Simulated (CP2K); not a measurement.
Pd under changes of volume

One of the cells (15.531 Å³/atom); the others are scaled copies at fixed shape and fractional positions:

```
CELL_PARAMETERS angstrom
2.78367 0.00000 0.00000
-1.39183 2.41072 0.00000
0.00000 0.00000 4.62889
ATOMIC_POSITIONS crystal
Pd 0.33333 0.66667 0.25000
Pd 0.66667 0.33333 0.75000
```

This isn't the form of Pd at room conditions, which is fcc.

| Item | Value |
| --- | --- |
| Program | CP2K 2026.2 |
| Functional | PBEsol |
| Potentials or basis | POTENTIAL_UZH Pd GTH-PBE-q18; TZVP-MOLOPT-PBE-GTH basis |
| Density cutoff | 6803 eV |
| k mesh | 11 × 11 × 6 |
| Occupations | fermi-dirac, width 0.05 eV |
| Spin | no spin polarisation |

```tsv
volume (Å³/atom)	energy over the lowest point (meV/atom)	pressure (GPa)
14.600	0.13	2.4
14.910	0.00	-1.9
15.221	?	?
15.531	22.14	-8.9
15.842	42.53	-11.8
16.153	68.07	-14.2
16.463	98.05	-16.4
```

Problem. What does the run at 15.221 Å³/atom give?

Solution. Energy over the lowest point 7.67 meV/atom; pressure -5.6 GPa.

Worked out: A Birch-Murnaghan fit of order 3 (a polynomial in V^(-2/3)) to the other rows has its minimum at 14.76 Å³/atom with B0 = V·E''(V) = 204 GPa and B' = 5.5 at fixed shape and positions, which overstates the stiffness. It gives 7.69 meV/atom at 15.221 Å³/atom, against the run's 7.67, and -dE/dV = -5.8 GPa, against -5.6.

Energies are extrapolated to zero smearing.

Caveats: the potentials were made for another functional, which shifts forces and pressure; the basis of atomic orbitals isn't converged, which shifts pressures, moduli and gaps.
